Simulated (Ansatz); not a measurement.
Input of an Ansatz 0.2.0 run:

Contents of input.yaml:

```yaml
crystal:
  lattice:
    - [3.1967, 0.0, 0.0]
    - [-1.59835, 2.7684234083, 0.0]
    - [0.0, 0.0, 5.0578]
  atoms:
    - { symbol: Hf, position: [0.6666666667, 0.3333333333, 0.75] }
    - { symbol: Hf, position: [0.3333333333, 0.6666666667, 0.25] }
kpoints:
  mp_grid: { grid: [7, 7, 4] }
scf:
  occupations: { method: fermi_dirac, width: 0.05 }
hamiltonian:
  xc: lda
  pseudopotentials: { kind: all_electron, lapw: { basis_error: 0.001 } }
output:
  forces: true
  stress: true
elastic:
  mode: relaxed_ion
  stencil: two_point
```

Potentials or basis: all-electron LAPW, scalar-relativistic.

Command:

```bash
$ ansatz run input.yaml --threads 1 --pin off --max-ram 3072MiB --backend cpu --events-out ev --progress --plain --runs-dir out
```

**Question.** Estimate the Voigt bulk modulus.

**Answer.** 95 GPa.

**Question.** Predict the pressure.

**Answer.** -7.4 GPa.

Stress tensor (GPa, compression positive):
```
-7.68  0.00  0.00
 0.00 -7.68  0.00
 0.00  0.00 -6.78
```

Caveat: a metal's response needs a denser mesh; the cell is more than 3 GPa from zero pressure, which shifts response properties; elastic constants of metals need much finer meshes, so these are rough. Spin-orbit coupling is left out, which matters for the levels of Hf.
